Choosing the cell before the gap

Before calculating the band gap of SnO2 for a transparent coating, you have to choose the cell, and that choice is worth several tenths of an eV. In the cell relaxed with the r2SCAN functional, 12.087 Å³/atom, PBE gives a gap of 1.10 eV. The cell in which PBE's own pressure vanishes is larger, between 12.454 and 12.827 Å³/atom, and there the gap is only 0.78 to 0.48 eV. Near these sizes, 1 % in the cell edge changes the gap by about 0.3 eV, and 1 % in volume by about 0.1 eV.

Rutile SnO2 (P4_2/mnm) computed with Ansatz 0.2.0: PBE, plane waves with PAW, cutoff 420 eV, 6×6×8 k mesh, Fermi–Dirac smearing of 0.02 eV, no spin polarisation or spin–orbit coupling. The cell relaxed with r2SCAN is strained equally along all edges, and the atoms are relaxed with r2SCAN in each cell. Gaps are the least over all k points computed, on and off the mesh.

```
volume (Å³/atom)     c/a  shortest distance (Å)  band gap (eV)  least direct gap (eV)
          10.694  0.6722                  1.962          2.563                  2.563
          11.032  0.6722                  1.986          2.168                  2.168
          11.376  0.6722                  2.010          1.793                  1.793
          11.728  0.6722                  2.035          1.437                  1.437
          12.087  0.6722                  2.059          1.099                  1.099
          12.454  0.6722                  2.083          0.781                  0.781
          12.827  0.6722                  2.100          0.483                  0.483
          13.208  0.6722                  2.117          0.205                  0.205
          13.597  0.6722                  2.133          0.000                  0.001
```

The volume is per atom, and c/a, the ratio of the cell edges, is fixed. The gap falls at every step of expansion. Until the last row it is direct at Γ, the point where the electron wave has the same phase in every cell.

Three explanations

The tempting one starts from band widths. Pulling atoms apart weakens the coupling between them, so the bands narrow. If their centres stayed in place, the gap between them would open. The table shows the opposite at every step, so narrowing may be present but does not set the trend.

The second is ionic. An electron on oxygen is held by the positive tin ions around it, while one on tin is repelled by the negative oxygen ions. For fixed charges this difference in potential falls as 1/L, where L is the cell edge relative to that at 12.087 Å³/atom. Expansion then brings the empty tin levels closer to the filled oxygen levels.

The third is covalent. The bottom of the conduction band is mainly Sn 5s, mixed out of phase with oxygen orbitals, and this antibonding mixing pushes it up. The top of the valence band is mainly O 2p with little tin in it, so the same mixing hardly moves it. Longer bonds weaken the push, and the conduction edge sinks towards the valence edge. This assignment is standard chemistry for SnO2; the gaps alone do not test it.

How steep each cause should be

The last two explanations agree on the direction, so the direction cannot separate them, and the steepness is the next test. Let V be the coupling between a tin and an oxygen orbital, and Δ their separation in energy. For weak mixing the upward push is V²/Δ. A common rule for s and p orbitals makes V proportional to 1/L², so with Δ constant

gap = A/L⁴ − B

where A and B are constants, and −B is the gap that would be left without the push. Strong mixing would follow V itself and give 1/L² in place of 1/L⁴; the ionic picture gives 1/L.

One estimate in full

Take three equally spaced cells: 10.694, 11.728 and 12.827 Å³/atom, with L = 0.96, 0.99 and 1.02. The first two fix A and B, and the third is then a prediction. Between the first two the gap falls by 2.563 − 1.437 = 1.126 eV. Over the same two intervals 1/L⁴ falls by 0.136 and then by 0.117, so the next fall of the gap should be

1.126 eV × 0.117/0.136 = 0.97 eV

This leaves 1.437 − 0.97 = 0.47 eV, against 0.48 eV in the table. The same steps with 1/L² give 0.41 eV, and with 1/L they give 0.38 eV. The gap closes more slowly as the cell grows. Of the three laws the steepest comes nearest, though even it slows the fall slightly too little.

What the numbers decide

A least-squares fit of A and B to the eight rows with an open gap points the same way. Over a total fall of 2.36 eV, the typical miss is 0.006 eV for 1/L⁴ and 0.03 eV for 1/L. Fixed charges alone therefore describe the shape of the curve less well than the 1/L⁴ law does. The same is true of strong covalent mixing, whose 1/L² law came only a little nearer than 1/L in the estimate above.

Nor is weak covalent mixing proved. The fit gives A = 8.2 eV and B = 7.1 eV. Read literally, the push would be about 8 eV. Whether that is weak depends on Δ, not on the gap. At Γ the three tin neighbours of each oxygen lie around it in a plane, so their couplings to O 2p are expected largely to cancel, leaving the deeper O 2s as the main partner. Even against that separation a push of this size is expected to be too large for the weak-mixing formula, and stronger mixing makes the law less steep than 1/L⁴. So the 1/L⁴ law describes the curve but does not measure the covalent push. Towards large cells the computed curve bends more strongly than even 1/L⁴, so no single power describes it throughout. The oxygen atoms were also relaxed in each cell, so single bonds do not scale exactly with L. At 10.694 Å³/atom the shortest bond is 1.962 Å, where pure scaling from the middle cell would give 0.96 × 2.059 = 1.977 Å. Each tin has two bonds of one kind and four of another, and moving the oxygen shortens one kind while it lengthens the other, so the mean bond is expected to follow L closely. Beyond 12.454 Å³/atom the step in the shortest distance drops from 0.024 to 0.017 Å, as expected if the other kind has become the shorter one; the gap shows no kink there. The numbers thus rule out band narrowing as the main cause. They cannot divide the fall into an ionic and a covalent part: a sum of the 1/L and 1/L⁴ laws would bend less than 1/L⁴ alone, which already bends slightly too little, so the simple laws miss something in either picture.

Where the gap closes

At 13.597 Å³/atom the bands touch. The 1/L⁴ fit, which left this row out, gives −0.08 eV there. A negative value would mean that the two levels have changed places at Γ, and the same run points that way. The bands touch a little away from Γ, while on the k mesh, which includes Γ, they stay 0.05 eV apart. The last falls of the gap also shrink evenly, by 0.02 eV per step. One more such fall would take the gap at Γ from 0.205 to about −0.05 eV, the same size with the order reversed. Spin-orbit coupling, left out here, could open a small gap where the bands touch.

Do not read this row as a prediction that stretched SnO2 becomes a metal. PBE is known to make the gap of SnO2 far too small, so in a real crystal the band edges should still be well apart at this size.

Using the result

To compare the gaps that different methods give for SnO2, use one cell for all of them, or correct for the difference in size first. The slope given at the start is PBE's own, for equal strain along all edges. Another method may have a somewhat different slope, and a film clamped to its substrate is strained differently. For a related oxide, ask which band edge is antibonding between metal and oxygen. If it is only the conduction edge, expansion should shrink the gap; if it is only the valence edge, the loss of mixing works the other way.
